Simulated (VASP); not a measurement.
Ti, 2 atoms in the cell. The structure is hexagonal, space group P6_3/mmc (No. 194). Conventional cell: a = 2.950 Å, b = 2.950 Å, c = 4.680 Å, α = 90.00°, β = 90.00°, γ = 120.00°. Around Ti (site symmetry -6m2) lie 12 Ti at 2.89 to 2.95 Å. 

- Program: VASP 6.6.1
- Task: relaxation of cell and atoms
- Functional: PBE
- Potentials or basis: VASP PAW PBE potentials, release 64 (Ti_sv)
- Cutoff: 600 eV
- k mesh: 15 × 15 × 8
- Occupations: methfessel-paxton, width 0.1 eV
- Spin: no spin polarisation
- Further INCAR settings: ALGO = Normal; EDIFF = 1e-06; IBRION = 2; EDIFFG = -0.01; NSW = 90; ISIF = 3

Potentials or basis: VASP PAW PBE potentials, release 64 (Ti_sv).

Launch:

```bash
$ cat potpaw_PBE.64/Ti_sv/POTCAR > POTCAR
$ mpirun -np 2 vasp_std > vasp.out
```

Hardware: 2 MPI ranks on AMD EPYC 9R45 96-Core Processor (Zen 5) (shared host).

Q: How long does it take, and how much memory?

A: Wall time 78 s on 2 MPI ranks on AMD EPYC 9R45 96-Core Processor (Zen 5), on a shared host, peak memory 0.19 GiB a rank. Counts: scf iterations 43, k points 135, ion steps 5.
